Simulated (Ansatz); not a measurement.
Theory: Ansatz, DFT PBE, scalar-relativistic, plane waves, PAW. All cells share a 420 eV cutoff and Γ-centred k meshes spaced at most about 0.3 Å⁻¹ (about 0.25 or finer for metals, 2π included). No spin polarisation.

Temperature and zero-point effects are left out.

Two forms of Ta₂C₃ were relaxed alike.

1.

```
CELL_PARAMETERS angstrom
3.02506 0.00000 0.00000
-1.51253 2.61978 0.00000
0.00000 0.00000 6.44142
ATOMIC_POSITIONS crystal
Ta 0.33333 0.66667 0.20835
Ta 0.66667 0.33333 0.79165
C 0.00000 0.00000 0.00000
C 0.33333 0.66667 0.54533
C 0.66667 0.33333 0.45467
```

2.

```
CELL_PARAMETERS angstrom
2.81366 -1.58838 0.00000
2.81366 1.58838 0.00000
-0.87945 0.00000 6.02595
ATOMIC_POSITIONS crystal
Ta 0.30093 0.30093 0.79844
Ta 0.69907 0.69907 0.20156
C 0.00000 0.00000 0.00000
C 0.40200 0.40200 0.41887
C 0.59800 0.59800 0.58113
```

Problem. Which would you expect to be lower, and how large is the difference?

Solution. Cell 2 is lower, by 0.32 eV/atom. Cell 1 has space group P-3m1 (No. 164), 10.2 Å³/atom and no gap on its mesh; cell 2 has space group C2/m (No. 12), 10.8 Å³/atom and no gap. Counting C atoms around Ta (those within 1.25 times the shortest such distance or 1.15 times the sum of covalent radii, 1.27 where that leaves under three), cell 1 and cell 2 both have Ta 7. Cell 2 holds C–C pairs (shortest 1.37 Å); in cell 1 the shortest C–C distance is 1.84 Å, near bonding range too. The lower one is the more open, so pressure narrows the difference. Origin: cell 1, invented; cell 2, invented, then shaken at random and relaxed again.

These runs have no spin–orbit coupling, which can matter for Ta. Cells relaxed within their symmetry can be saddle points.
